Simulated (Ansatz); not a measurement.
# ZrO2: the cost of one run

Method: DFT PBEsol, all-electron LAPW, scalar-relativistic unless said, in Ansatz 0.2.0.

The COD entry's cell or inner coordinates are ideal or old and differ from later refinements, so a difference from it is no clean test against experiment.

## Step 1: The structure to begin with

It takes space group Fm-3m (No. 225, cubic). Conventional cell: a = 5.064 Å, b = 5.064 Å, c = 5.064 Å, α = 90.00°, β = 90.00°, γ = 90.00°. Around Zr (site symmetry m-3m) lie 8 O at 2.19 Å. O (site symmetry -43m) has 4 Zr at 2.19 Å as nearest neighbours.

Structure file:

```xyz
3
Lattice="2.5321 2.5321 0.0000 -2.5321 2.5321 0.0000 0.0000 2.5321 2.5321" Properties=species:S:1:pos:R:3 pbc="T T T"
Zr    0.0000    0.0000    0.0000
O    -1.2661    3.7982    1.2661
O     1.2661    3.7982    1.2661
```

Cartesian axes are those of the input's lattice vectors. The structure goes back to a database entry.

## Step 2: Reference run, fine mesh, LAPW

Input file input.yaml:

```yaml
crystal:
  lattice:
    - [2.53212498102, 2.53212498102, 0.0]
    - [-2.53212498102, 2.53212498102, 0.0]
    - [0.0, 2.53212498102, 2.53212498102]
  atoms:
    - { symbol: Zr, position: [0.0, 0.0, 0.0] }
    - { symbol: O, position: [0.25, 0.75, 0.5] }
    - { symbol: O, position: [0.75, 0.25, 0.5] }
kpoints:
  mp_grid: { grid: [8, 8, 8] }
scf:
  occupations: { method: fixed }
hamiltonian:
  xc: pbesol
  pseudopotentials: { kind: all_electron, lapw: { basis_error: 0.001 } }
magnetization:
  noncollinear: true
  spin_orbit: true
output:
  forces: true
  stress: true
  eigenvalues: true
  eigenstates:
    nscf_kmesh: { grid: [12, 12, 12] }
    de_dk: true
    e_range: [-9, 13.32833454168]
checkpoint:
  write: ck
  write_wavefunctions: false
```

The run is started by

```
> ansatz run input.yaml --threads 1 --pin off --max-ram 3072MiB --backend cpu --events-out ev --progress --plain --runs-dir out
```

What time and memory should one allow on 1 thread of Intel Xeon Platinum 8375C at 2.90GHz (Ice Lake), shared host?

About 2.3 min, with a peak of 0.55 GiB.
